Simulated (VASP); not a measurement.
**BAs under changes of volume**

One of the cells (13.899 Å³/atom); the others are scaled copies at fixed shape and fractional positions:

```
As B
1.0
     0.00000    2.40432    2.40432
     2.40432    0.00000    2.40432
     2.40432    2.40432    0.00000
As B
1 1
Direct
  0.75000 0.75000 0.75000
  0.00000 0.00000 0.00000
```

| Quantity | Value |
| --- | --- |
| Program | VASP 6.6.1 |
| Functional | r2SCAN |
| Potentials or basis | VASP PAW PBE potentials, release 64 (As, B) |
| Cutoff | 520 eV |
| k mesh | 10 × 10 × 10 |
| Occupations | fermi-dirac, width 0.05 eV |
| Spin | no spin polarisation |

| volume (Å³/atom) | energy over the lowest point (meV/atom) | pressure (GPa) | gap on the mesh (eV) |
| --- | --- | --- | --- |
| 12.809 | ? | ? | ? |
| 13.081 | 12.91 | 7.3 | 1.33 |
| 13.354 | 3.29 | 3.9 | 1.35 |
| 13.899 | 0.00 | -1.9 | 1.39 |
| 14.171 | 5.33 | -4.4 | 1.41 |
| 14.444 | 14.72 | -6.7 | 1.43 |

Question: What does the run at 12.809 Å³/atom give?

Answer: Energy over the lowest point 28.62 meV/atom; pressure 11.1 GPa; gap on the mesh 1.30 eV.

Worked out: A Birch-Murnaghan fit of order 3 (a polynomial in V^(-2/3)) to the other rows has its minimum at 13.71 Å³/atom with B0 = V·E''(V) = 142 GPa and B' = 4.0. It gives 28.56 meV/atom at 12.809 Å³/atom, against the run's 28.62, and -dE/dV = 11.1 GPa, against 11.1. A straight line through the other rows of the gap, of slope 1.01 eV per unit of ln V, extrapolates to 1.31 eV, against the run's 1.30.

Energies are extrapolated to zero smearing.

Caveats: the PAW data sets were made with another functional, which shifts forces and pressure a little.

A mesh can miss the band edges. Spin-orbit coupling on As is left out.
